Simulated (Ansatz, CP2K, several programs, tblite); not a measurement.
Energy against volume for an ordered 4-atom cell of InGaP2 on the zincblende lattice (P-4m2), at fixed shape and fractional coordinates, computed by several methods (PBE and r2SCAN, where shown, with plane waves in Ansatz); the cell shown is that of r2SCAN. With free coordinates or axes held, a curve is too stiff, and on another method's shape its minimum isn't the method's own volume. It is tetragonal, P-4m2 (No. 115); a = 4.004 Å, c = 5.713 Å in the conventional setting, 22.90 Å³ an atom. Around Ga lie 4 P at 2.39 Å; around P lie 2 Ga at 2.39 Å and 2 In at 2.53 Å; around In lie 4 P at 2.53 Å. Note: simulated data, non-magnetic, for a generated structure that need not be the stable one. Energies count from each curve's lowest point; fits are third-order Birch-Murnaghan.

```cif
data_structure
_symmetry_space_group_name_H-M 'P-4m2'
_symmetry_Int_Tables_number 115
_cell_length_a 4.0043
_cell_length_b 4.0043
_cell_length_c 5.7126
_cell_angle_alpha 90.000
_cell_angle_beta 90.000
_cell_angle_gamma 90.000
_cell_volume 91.60
loop_
_atom_site_label
_atom_site_type_symbol
_atom_site_symmetry_multiplicity
_atom_site_Wyckoff_symbol
_atom_site_fract_x
_atom_site_fract_y
_atom_site_fract_z
_atom_site_occupancy
Ga1 Ga 1 a 0.00000 0.00000 0.00000 1
P1 P 2 g 0.00000 0.50000 0.22865 1
In1 In 1 c 0.50000 0.50000 0.50000 1
```

Question: GFN2-xTB (tblite), on the shape of the cell shown, as a cluster of 72 atoms at the zone centre, gives

| V (Å³/atom) | E (meV/atom) |
| --- | --- |
| 20.152 | 212.42 |
| 21.526 | 92.46 |
| 22.900 | 27.89 |
| 24.274 | 2.14 |
| 25.648 | 0.00 |

What equilibrium volume and bulk modulus follow?

Answer: V₀ = 25.06 Å³ an atom and B₀ = 41 GPa. The lowest point lies at an end of the range, so the fit is barely bracketed.

Question: PBE, on the shape of its own relaxed cell, gives
```csv
V (Å³/atom),E (meV/atom)
22.136,20.05
22.843,4.74
23.549,0.00
24.256,4.19
24.962,15.92
```
What equilibrium volume and bulk modulus follow?

Answer: V₀ = 23.55 Å³ an atom and B₀ = 67 GPa.

PBE/DZVP (CP2K), on the shape of the cell shown:
```csv
V (Å³/atom),E (meV/atom)
20.152,147.11
21.526,45.35
22.900,3.50
24.274,0.00
25.648,25.81
```
The points scatter about the fit by more than 0.3 meV an atom, so no fit is quoted.

light PBE (260 eV and a coarse mesh), on the shape of the cell shown:
```
V (Å³/atom)  E (meV/atom)
     21.068         97.11
     21.984         59.18
     22.900         27.80
     23.816          0.00
     24.732         13.51
     25.648         56.25
```
The points scatter about the fit by more than 0.3 meV an atom, since at so low a cutoff the number of plane waves jumps with the volume, so no fit is quoted.

r2SCAN, on the shape of its own relaxed cell:

| V (Å³/atom) | E (meV/atom) |
| --- | --- |
| 21.526 | 22.13 |
| 22.213 | 5.21 |
| 22.900 | 0.00 |
| 23.587 | 4.72 |
| 24.274 | 17.86 |

V₀ = 22.90 Å³ an atom and B₀ = 77 GPa.
